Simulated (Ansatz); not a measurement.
MgS (zincblende), relaxed with r2SCAN in Ansatz 0.2.0. The symmetry is F-43m (No. 216, cubic); a = 5.662 Å in the conventional setting, 22.69 Å³ an atom. Mg is surrounded by 4 S at 2.45 Å; S is surrounded by 4 Mg at 2.45 Å.

The axes x, y and z are those of this cell:
```xyz
2
Lattice="0.0000 2.8309 2.8309 2.8309 0.0000 2.8309 2.8309 2.8309 0.0000" Properties=species:S:1:pos:R:3 pbc="T T T"
Mg    0.0000    0.0000    0.0000
S     1.4154    1.4154    1.4154
```

Unstrained: PBE gives a direct gap of 3.466 eV at Γ. The r2SCAN gap is direct at Γ: 4.142 eV. The HSE06 gap is direct at Γ: 4.528 eV. Meshes: PBE 8×8×8, r2SCAN 8×8×8, HSE06 6×6×6. Strains are changes of length per length. After each strain the atoms were relaxed again with r2SCAN in this cell and within any symmetry left, so distortions that break it or need a larger cell weren't tested; points keep the names that they have in the unstrained zone. No spin polarisation. The prototype was imposed, so other structures may be more stable.

Question: Apply uniaxial +1.0 % along z, other directions held. How far does the gap move, against the unstrained cell?

Answer: PBE: the gap goes from 3.466 to 3.408 eV (-0.058 eV); with r2SCAN the top three valence levels at Γ, degenerate before, become 2+1 from the top over 27 meV. r2SCAN: the gap goes from 4.142 to 4.080 eV (-0.062 eV). HSE06: the gap goes from 4.528 to 4.465 eV (-0.063 eV). The r2SCAN energy rises by 0.5 meV an atom.

Question: Estimate what uniaxial +2.0 % along z, other directions held does to the gap.

Answer: PBE: the gap goes from 3.466 to 3.349 eV (-0.117 eV); with r2SCAN the top three valence levels at Γ, degenerate before, become 2+1 from the top over 56 meV. r2SCAN: the gap goes from 4.142 to 4.017 eV (-0.125 eV). HSE06: the gap goes from 4.528 to 4.402 eV (-0.126 eV). The r2SCAN energy rises by 2.1 meV an atom.

Question: Apply uniaxial -2.0 % along z, other directions held. How far does the gap move, against the unstrained cell?

Answer: PBE: the gap goes from 3.466 to 3.531 eV (+0.065 eV); with r2SCAN the top three valence levels at Γ, degenerate before, become 1+2 from the top over 53 meV. r2SCAN: the gap goes from 4.142 to 4.213 eV (+0.071 eV). HSE06: the gap goes from 4.528 to 4.599 eV (+0.071 eV). The r2SCAN energy rises by 2.2 meV an atom.

Question: Estimate what uniaxial -1.0 % along z, other directions held does to the gap.

Answer: PBE: the gap goes from 3.466 to 3.498 eV (+0.032 eV); with r2SCAN the top three valence levels at Γ, degenerate before, become 1+2 from the top over 27 meV. r2SCAN: the gap goes from 4.142 to 4.177 eV (+0.035 eV). HSE06: the gap goes from 4.528 to 4.563 eV (+0.035 eV). The r2SCAN energy rises by 0.5 meV an atom.

Question: Apply uniaxial -4.0 % along z, other directions held. How far does the gap move, against the unstrained cell?

Answer: PBE: the gap goes from 3.466 to 3.598 eV (+0.132 eV); with r2SCAN the top three valence levels at Γ, degenerate before, become 1+2 from the top over 103 meV. r2SCAN: the gap goes from 4.142 to 4.154 eV (+0.012 eV); it turns from direct (Γ) to indirect (Γ → X [(-1/2, -1/2, 0)]). HSE06: the gap goes from 4.528 to 4.672 eV (+0.144 eV). The r2SCAN energy rises by 8.7 meV an atom.

Question: Estimate what uniaxial +4.0 % along z, other directions held does to the gap.

Answer: PBE: the gap goes from 3.466 to 3.230 eV (-0.236 eV); with r2SCAN the top three valence levels at Γ, degenerate before, become 2+1 from the top over 114 meV. r2SCAN: the gap goes from 4.142 to 3.891 eV (-0.251 eV). HSE06: the gap goes from 4.528 to 4.275 eV (-0.253 eV). The r2SCAN energy rises by 8.4 meV an atom.

Question: Apply uniaxial +3.0 % along z, other directions held. How far does the gap move, against the unstrained cell?

Answer: PBE: the gap goes from 3.466 to 3.289 eV (-0.177 eV); with r2SCAN the top three valence levels at Γ, degenerate before, become 2+1 from the top over 84 meV. r2SCAN: the gap goes from 4.142 to 3.954 eV (-0.188 eV). HSE06: the gap goes from 4.528 to 4.339 eV (-0.189 eV). The r2SCAN energy rises by 4.7 meV an atom.

Question: Apply uniaxial -3.0 % along z, other directions held. How far does the gap move, against the unstrained cell?

Answer: PBE: the gap goes from 3.466 to 3.564 eV (+0.098 eV); with r2SCAN the top three valence levels at Γ, degenerate before, become 1+2 from the top over 78 meV. r2SCAN: the gap goes from 4.142 to 4.195 eV (+0.053 eV); it turns from direct (Γ) to indirect (Γ → X [(-1/2, -1/2, 0)]). HSE06: the gap goes from 4.528 to 4.635 eV (+0.107 eV). The r2SCAN energy rises by 4.9 meV an atom.

The meshes of the hybrids are coarse, so their gaps aren't converged to the digits shown.

The splittings at Γ are without spin-orbit coupling, which regroups them where it is of like size.
